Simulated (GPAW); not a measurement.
NiO:

```xyz
2
Lattice="0.0000 2.2406 2.2406 2.2406 0.0000 2.2406 2.2406 2.2406 0.0000" Properties=species:S:1:pos:R:3 pbc="T T T"
Ni    0.0000    0.0000    0.0000
O     3.3609    3.3609    3.3609
```

The cell was built by a generator and needn't be a form met in nature.

Base run:

```yaml
Program: GPAW 26.7.0
Functional: BLYP
Potentials_or_basis: PAW data sets generated in the run's folder for this functional
Cutoff: 800 eV
Basis: pw
k_mesh: 7 × 7 × 7
Occupations: fermi-dirac, width 0.05 eV
Spin: collinear spin, ferromagnetic start
Starting_moments: "[1.0, 0.0] μB"
```

Its results: pressure 6.8 GPa; net moment 1.88 μB per cell; site moments Ni +1.49; O +0.27 μB.

Question: The run is repeated on the same cell with these changes: functional from BLYP to PBEsol. What comes out?

Answer: Pressure -4.8 GPa; net moment 1.83 μB per cell; site moments Ni +1.46; O +0.26 μB.

PBEsol binds more tightly than BLYP, so the same cell stands under less pressure.

Caveats: the stock nickel data set gives pressures a few GPa off other programs; a cell with one magnetic atom can't hold antiferromagnetic order, which such compounds often take.
